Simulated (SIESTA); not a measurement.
The system is MgO.

```xyz
2
Lattice="0.0000 2.0970 2.0970 2.0970 0.0000 2.0970 2.0970 2.0970 0.0000" Properties=species:S:1:pos:R:3 pbc="T T T"
Mg    0.0000    0.0000    0.0000
O     2.0970    2.0970    2.0970
```

The cell is a database's computed one.

Base run:

- Program: SIESTA 5.4.2
- Functional: PBEsol
- Potentials or basis: PseudoDojo 0.4 standard (PBEsol files)
- Basis: DZP (energy shift 0.003 Ry; two zetas on semicore shells)
- Grid cutoff: 800 Ry
- Energy shift: 0.003 Ry
- k mesh: 11 × 11 × 11
- Occupations: fermi-dirac, width 0.05 eV
- Spin: no spin polarisation

Its results: band gap on the k mesh 4.68 eV, direct; pressure 5.7 GPa.

Q: The run is repeated on the same cell with these changes: functional from PBEsol to LDA; potentials or basis from PseudoDojo 0.4 standard (PBEsol files) to PseudoDojo 0.4 standard (LDA files). What comes out?

A: Band gap on the k mesh 4.71 eV, direct; pressure -0.3 GPa.

Caveats: the basis of atomic orbitals isn't converged, which shifts pressures, moduli and gaps.
